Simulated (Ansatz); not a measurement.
**Sn under changes of volume**

One of the cells (33.803 Å³/atom); the others are scaled copies at fixed shape and fractional positions:

```
Sn
1.0
     0.00000    3.23334    3.23334
     3.23334    0.00000    3.23334
     3.23334    3.23334    0.00000
Sn
2
Direct
  0.75000 0.75000 0.75000
  0.50000 0.50000 0.50000
```

This isn't the form of Sn at room conditions, which is tetragonal (white tin).

| Item | Value |
| --- | --- |
| Program | Ansatz 0.2.0 |
| Functional | PBE |
| Potentials or basis | Ansatz PAW |
| Cutoff | 420 eV (not typed: the program's choice for these potentials) |
| k mesh | 7 × 7 × 7 |
| Occupations | fermi-dirac, width 0.05 eV |
| Spin | no spin polarisation |

```csv
volume (Å³/atom),energy over the lowest point (meV/atom),pressure (GPa)
31.775,?,?
32.451,71.83,6.2
33.127,48.34,5.0
33.803,29.88,3.8
34.479,15.97,2.8
35.155,6.16,1.9
35.831,0.00,1.1
```

Q: What does the run at 31.775 Å³/atom give?

A: Energy over the lowest point 100.95 meV/atom; pressure 7.6 GPa.

Worked out: A Birch-Murnaghan fit of order 3 (a polynomial in V^(-2/3)) to the other rows has its minimum at 36.81 Å³/atom, just outside them, with B0 = V·E''(V) = 37 GPa and B' = 4.7. It gives 100.95 meV/atom at 31.775 Å³/atom, against the run's 100.95, and -dE/dV = 7.6 GPa, against 7.6.

Energies are extrapolated to zero smearing.
